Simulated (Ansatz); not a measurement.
A plane-wave DFT run in Ansatz 0.2.0 (scalar-relativistic PAW potentials unless the input names others): input and command.

```yaml
crystal:
  lattice:
    - [-1.602511206, 1.602511206, 1.32032985]
    - [1.602511206, -1.602511206, 1.32032985]
    - [1.602511206, 1.602511206, -1.32032985]
  atoms:
    - { symbol: Si, position: [0.0, 0.0, 0.0] }
basis:
  xc_grid: 2
kpoints:
  mp_grid: { grid: [22, 22, 22] }
hamiltonian:
  xc: pbesol
scf:
  occupations: { method: gaussian, width: 0.15 }
output:
  forces: true
  eigenvalues: true
  stress: true
accuracy: medium
```

```bash
ansatz run input.yaml --threads 1 --pin off --max-ram 2560MiB --backend cpu --events-out ev --progress --plain --runs-dir out
```

Abridged log:
```
Basis set: ecut = 420 eV, 273 PW (Γ), exchange–correlation on 36×36×36 points (8 copies of the dense FFT grid, shifted against one another)
Bands: 6, of which v1, the nominal top of the filled ones, is band 2 counted from 1 (1 counted from 0)
Symmetry: 16 space group operations
k-points: 834 of 10648
SCF iter   1: F=—  HF=-621.133941 eV  |F-HF|=—  |Δ(HF+E_count)|=         —  Δρ=1.75e-3  dr2=2.63e-4  ethr=1.77e-3  ⟨swp⟩=4.9  Hψ=46957  notcnv=0
SCF iter   2: F=—  HF=-621.133913 eV  |F-HF|=—  |Δ(HF+E_count)|=   2.83e-5  Δρ=8.29e-4  dr2=5.42e-5  ethr=6.58e-6  ⟨swp⟩=1.9  Hψ=12428  notcnv=0
SCF iter   3: F=—  HF=-621.133912 eV  |F-HF|=—  |Δ(HF+E_count)|=   6.69e-7  Δρ=6.59e-5  dr2=3.51e-7  ethr=1.35e-6  ⟨swp⟩=2.0  Hψ=6472  notcnv=0
SCF iter   4: F=-621.133912 eV  HF=-621.133912 eV  |F-HF|=1.48e-8  |Δ(HF+E_count)|=   6.97e-8  Δρ=2.48e-5  dr2=2.78e-8  ethr=8.76e-9  ⟨swp⟩=1.5  Hψ=5480  notcnv=0
SCF iter   5: F=-621.133912 eV  HF=-621.133912 eV  |F-HF|=4.43e-11  |Δ(HF+E_count)|=   1.62e-8  Δρ=9.92e-7  dr2=1.05e-10  ethr=6.95e-10  ⟨swp⟩=1.9  Hψ=6263  notcnv=0
SCF iter   6: F=-621.133912 eV  HF=-621.133912 eV  |F-HF|=1.48e-12  |Δ(HF+E_count)|=  3.72e-11  Δρ=1.73e-7  dr2=3.19e-12  ethr=2.64e-12  ⟨swp⟩=1.5  Hψ=15486  notcnv=0
SCF 1 converged in 6 iterations: F = -621.133912 eV  dr2 = 3.19e-12
SCF converged after 6 iterations
Free energy (F): -621.133912 eV
Harris-Foulkes:  -621.133912 eV  (|F-HF|=1.48e-12)
Internal energy: -621.129604 eV  (E = F + TS)
E sigma→0 (E₀):  -621.131758 eV
Entropy (-TS):   -0.004309 eV (-4.309 meV/atom)
Fermi energy:    11.527564 eV
--- Forces (eV/Å), atoms counted from 1 ---
  atom   1  Si     0.00000000     0.00000000     0.00000000
--- Stress (GPa, compression-positive) ---
        4.682345       0.000000       0.000000
        0.000000       4.682345       0.000000
        0.000000       0.000000       3.185735
  P = ⅓ Tr σ = 4.1835 GPa (41.835 kbar)
```

Apart from outputs and empty bands, the input differs from a reference run on usual settings in accuracy: not typed → "medium"; basis.xc_grid: not typed → 2; basis.ecutwfc: 420 → not typed. The reference, at the same geometry (not necessarily relaxed), gave pressure 4.18 GPa, largest force 0.000 eV/Å, no gap on the mesh. This run converged in 6 SCF iterations (reference: 6) with an energy at zero smearing within 0.01 meV/atom of the reference's, pressure 4.18 GPa, largest force 0.000 eV/Å, no gap on the mesh.

Time: 11 s on 1 thread of Intel(R) Xeon(R) Processor @ 2.50GHz (Skylake/Cascade Lake), on a shared host, peak memory 0.39 GiB.